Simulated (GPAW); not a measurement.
# InP (F-43m): G0W0 with GPAW, start to end

How does a plane-wave GW calculation on InP (F-43m) run from the first input to the gap?

Program: GPAW 26.7.0. Level of theory: PBE and many-body steps on it, plane waves. Results are calculated unless marked as measured.

Most raw output is cut from this account.

The database entry behind the starting cell differs from later determinations by our own check (0.1 to 0.3 % short, probably kX units), so it need not match the best structure at ambient conditions.

## (1) The structure

Symmetry: F-43m, No. 216, cubic system. The conventional cell has a = 5.861 Å, b = 5.861 Å, c = 5.861 Å, α = 90.00°, β = 90.00°, γ = 90.00°. Nearest to In lie 4 P at 2.54 Å. Nearest to P lie 4 In at 2.54 Å. Farther neighbours are not listed.

The cell and positions come from the Crystallography Open Database and are kept as given unless a step says otherwise.

## (2) Ground state

This step: GPAW 26.7.0; DFT, PBE, plane waves, PAW.

The ground-state density comes first.

File run.py:

```python
import json
import numpy as np
from gpaw.mpi import world
from ase import Atoms
from gpaw import GPAW, PW, FermiDirac

atoms = Atoms(['In', 'P'],
    cell=[[0.0000000000, 2.9305000000, 2.9305000000],
      [2.9305000000, 0.0000000000, 2.9305000000],
      [2.9305000000, 2.9305000000, 0.0000000000]],
    scaled_positions=[[0.0000000000, 0.0000000000, 0.0000000000],
      [0.2500000000, 0.2500000000, 0.2500000000]],
    pbc=(True, True, True))
calc = GPAW(mode=PW(450),
    xc='PBE',
    kpts={'size': (8, 8, 8), 'gamma': True},
    occupations=FermiDirac(0.001),
    nbands=-7,
    convergence={'density': 1e-6, 'bands': -3},
    maxiter=100,
    txt='gs.txt')
atoms.calc = calc
res = {'energy': atoms.get_potential_energy()}
kpts = calc.get_ibz_k_points()
res['kpts'] = kpts
res['eigenvalues'] = [calc.get_eigenvalues(kpt=k) for k in range(len(kpts))]
res['n_electrons'] = calc.get_number_of_electrons()
calc.write('gs.gpw')

if world.rank == 0:
    with open('result.json', 'w') as f:
        json.dump(res, f, default=lambda x: x.tolist())
```

Command:

```bash
$ mpirun -n 12 gpaw python run.py
```

The job ended after 9.8 s (12 MPI ranks of AMD EPYC 7R43, shared host; peak memory 1.8 GiB; 1.8 min of CPU time).

Numbers from this step:

```
total energy               : -8.558 eV
gap                        : 0.7081 eV
k of the valence top       : 0, 0, 0
k of the conduction bottom : 0, 0, 0
least direct gap           : 0.7081 eV
```

The gap is direct, at Γ.

## (3) Empty states on the mesh, 6×6×6 mesh, 219 bands

The sums over transitions need many empty states on a uniform mesh; this step solves for them.

File run.py:

```python
import json
import numpy as np
from gpaw.mpi import world
from gpaw import GPAW

calc = GPAW('gs.gpw').fixed_density(kpts={'size': (6, 6, 6), 'gamma': True},
    parallel={'domain': 1, 'band': 1},
    txt='nscf.txt')
calc.diagonalize_full_hamiltonian(nbands=219)
calc.write('full.gpw', mode='all')
res = {}
kpts = calc.get_ibz_k_points()
res['kpts'] = kpts
res['eigenvalues'] = [calc.get_eigenvalues(kpt=k) for k in range(len(kpts))]
res['n_electrons'] = calc.get_number_of_electrons()

if world.rank == 0:
    with open('result.json', 'w') as f:
        json.dump(res, f, default=lambda x: x.tolist())
```

Command:

```bash
$ mpirun -n 12 gpaw python run.py
```

Wall time 11 s (12 MPI ranks); peak memory 2.8 GiB; 2.2 min of CPU time.

Numbers from this step:

| Quantity | Value |
| --- | --- |
| gap | 0.7081 eV |
| k of the valence top | 0, 0, 0 |
| k of the conduction bottom | 0, 0, 0 |
| least direct gap | 0.7081 eV |
| k points computed | 16 |
| lowest point of the top converged band, above the valence top | 139.6130 eV |

On this mesh the gap is 0.708 eV.

## (4) Screening and self-energy, 6×6×6 mesh, 209 bands, screening to 150 eV

Now the one-shot GW correction: screening in the RPA, then the self-energy of the levels asked for.

This step: G0W0 on PBE, plane waves, PAW.

File run.py:

```python
import json
import numpy as np
from gpaw.mpi import world
from gpaw.response.g0w0 import G0W0

gw = G0W0('full.gpw',
    filename='gw',
    kpts=[0],
    bands=(7, 11),
    ecut=150,
    nbands=209,
    integrate_gamma='WS',
    ppa=True)
gw.calculate()
res = {mode: {k: v for k, v in r.items() if k != 'sigma_eskwn'}
       for mode, r in gw.all_results.items()}

if world.rank == 0:
    with open('result.json', 'w') as f:
        json.dump(res, f, default=lambda x: x.tolist())
```

Command:

```bash
$ mpirun -n 12 gpaw python run.py
```

Elapsed: 3.2 min, on 12 MPI ranks; peak memory 3.5 GiB; 37 min of CPU time.

Numbers from this step:

- G0W0 gap on the points computed: 1.351 eV
- least direct G0W0 gap on the computed points: 1.351 eV
- Z at the valence top: 0.7780
- Z at the conduction bottom: 0.7933
- starting gap on the mesh: 0.7081 eV
- k of the valence top: 0, 0, 0
- k of the conduction bottom: 0, 0, 0

The gap on the mesh goes from 0.71 eV to 1.35 eV, a correction of +0.64 eV.

Limits: finite bands, cutoff and mesh; no spin-orbit coupling. v1 is the top filled band, c1 the lowest empty one. Levels before and after the correction, in eV, zero at the valence-band top of each column:

|  | conduction bottom | valence top |
| --- | --- | --- |
| Kohn-Sham | 0.71 | 0.00 |
| G0W0 | 1.35 | 0.00 |

|  | level | energy (eV) |
| --- | --- | --- |
| Kohn-Sham | Γ v2-v1 | 0.000 |
| Kohn-Sham | Γ c1 | 0.708 |
| Kohn-Sham | Γ c2 | 4.065 |
| G0W0 | Γ v2-v1 | 0.000 |
| G0W0 | Γ c1 | 1.351 |
| G0W0 | Γ c2 | 4.749 |

## (5) Where the time went

Times are wall times on 12 MPI ranks of AMD EPYC 7R43, shared host, good to a factor of about two.

| step | time | share | memory (GiB) |
| --- | --- | --- | --- |
| ground state | 9.8 s | 5 % | 1.8 |
| empty states on the mesh | 11 s | 5 % | 2.8 |
| screening and self-energy | 3.2 min | 90 % | 3.5 |

## (6) Outcome

```json
{
 "PBE gap": "0.71 eV, direct",
 "G0W0 gap on the mesh": "1.35 eV",
 "GW settings": "6×6×6 mesh, 209 bands, screening to 150 eV, Godby-Needs plasmon pole",
 "known limits": "not at the basis limit; no spin-orbit coupling"
}
```

What this shows: G0W0 moves the gap on the mesh from 0.71 eV to 1.35 eV (+0.64 eV), with Z of 0.78 and 0.79 at the edges. Only 1 of the mesh's irreducible points was corrected, so a valley elsewhere could overtake. The dearest step here is «screening and self-energy». Bands and cutoff are finite, so the gap is not at the basis limit. The miss can reach some tenths of an eV and take either sign; the mesh is an error of its own. These stock PAW sets were not made for GW. In the G0W0 run levels were corrected at 1 k point alone, so a gap called «on the mesh» is the least over those, and an edge elsewhere would be missed. The many-body steps are scalar-relativistic: spin-orbit coupling is not in them.

[Paths, hosts, dates, memory and timing lines, banners, echoed tables and standing remarks are left out of the program output.]

[Logs are printed without paths, hosts, clocks, repeated set-up lines and the standing remarks that a program may print on its own settings, such as how far it seeks lower states.]

[Runs of the session that timed out or met a known fault of the program may be left out.]

[Hosts, paths, dates, database ids (printed as entryN), source tags and the programs' standing remarks are cut or masked in the printed files.]
